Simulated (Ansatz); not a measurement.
# TiAl3: the cost of one run

Computed with Ansatz 0.2.0 (DFT PBEsol, scalar-relativistic, plane waves, PAW, unless a step's input says otherwise).

## 1. The structure to begin with

The structure is cubic, space group Pm-3m (No. 221). Conventional cell: a = 3.956 Å, b = 3.956 Å, c = 3.956 Å, α = 90.00°, β = 90.00°, γ = 90.00°. Ti (site symmetry m-3m) has 12 Al at 2.80 Å as nearest neighbours. Al (site symmetry 4/mmm) is surrounded by 4 Ti at 2.80 Å and 8 Al at 2.80 Å.

Coordinates:

```
Ti Al
1.0
     3.95567    0.00000    0.00000
     0.00000    3.95567    0.00000
     0.00000    0.00000    3.95567
Ti Al
1 3
Direct
  0.00000 0.00000 0.00000
  0.50000 0.50000 0.00000
  0.50000 0.00000 0.50000
  0.00000 0.50000 0.50000
```

The structure comes from the Materials Project (structure only).

## 2. One atom moved

The change: atom 3 (Al) moved by 0.15 Å.

Contents of input.yaml:

```yaml
crystal:
  lattice:
    - [3.95567125, 0.0, 0.0]
    - [0.0, 3.95567125, 0.0]
    - [0.0, 0.0, 3.95567125]
  atoms:
    - { symbol: Ti, position: [0.0, 0.0, 0.0] }
    - { symbol: Al, position: [0.5, 0.5, 0.0] }
    - { symbol: Al, position: [0.5379202392, 0.0, 0.5] }
    - { symbol: Al, position: [0.0, 0.5, 0.5] }
basis:
  ecutwfc: 420
kpoints:
  mp_grid: { grid: [10, 10, 10] }
hamiltonian:
  xc: pbesol
scf:
  occupations: { method: gaussian, width: 0.1 }
output:
  forces: true
  stress: true
  eigenvalues: true
  write_density: true
  write_potential: true
  elf: true
  volumetric_format: npy
```

Run with:

```console
> ansatz run input.yaml --threads 1 --pin off --max-ram 1331MiB --backend cpu --events-out ev --progress --plain --runs-dir out
```

Q: Estimate wall time and peak memory on 1 thread of an x86-64 CPU, shared host.

About 39 s, with a peak of 0.51 GiB.
